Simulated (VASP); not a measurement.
A run of VASP 6.6.1 is set up as follows.

Contents of POSCAR:

```
Al2O3
1.0
    2.8843200000      0.0000000000      0.0000000000
   -1.4421600000      2.4979000000      0.0000000000
    0.0000000000      0.0000000000      9.3367500000
Al O
2 3
Direct
    0.0000000000      0.0000000000      0.1499900000
    0.0000000000      0.0000000000      0.8500100000
    0.3333333333      0.6666666667      0.2223200000
    0.6666666667      0.3333333333      0.0000000000
    0.3333333333      0.6666666667      0.7776800000
```

INCAR.step1

```
ALGO = Normal
EDIFF = 1E-4
ENCUT = 520
GGA = PE
ISMEAR = 0
LASPH = T
LCHARG = F
LREAL = F
LWAVE = T
NBANDS = 20
NELM = 100
PREC = Accurate
SIGMA = 0.01
```

Contents of INCAR.step2:

```
ALGO = Normal
EDIFF = 1E-6
ENCUT = 520
ISIF = 2
ISMEAR = 0
ISTART = 1
LASPH = T
LCHARG = F
LMIXTAU = T
LREAL = F
LWAVE = F
METAGGA = R2SCAN
NBANDS = 20
NELM = 100
PREC = Accurate
SIGMA = 0.01
```

Contents of KPOINTS:

```
k-points
0
Gamma
  3 3 1
```

Potentials or basis: VASP PAW PBE potentials, release 64 (Al, O).

The run is started by

```sh
$ cat potpaw_PBE.64/Al/POTCAR potpaw_PBE.64/O/POTCAR > POTCAR
$ cp INCAR.step1 INCAR
$ mpirun -np 1 vasp_std > vasp.out
$ cp INCAR.step2 INCAR
$ mpirun -np 1 vasp_std > vasp.out
```

Question: Estimate the largest force.

Answer: 0.518 eV/Å.

Question: Predict the band gap on the k mesh.

Answer: 5.63 eV, indirect (least direct gap 5.82 eV).

Forces in eV/Å, atoms in the order of the input:
```
Al   0.000  0.000  0.176
Al   0.000  0.000 -0.176
O    0.000  0.000 -0.518
O    0.000  0.000  0.000
O    0.000  0.000  0.518
```

Caveat: the k mesh is coarse (spacing up to 0.84 Å⁻¹), so the values aren't converged; the PAW data sets were made with another functional, which shifts forces and pressure a little; an odd mesh through Γ misses points on the zone boundary, where band edges often lie.
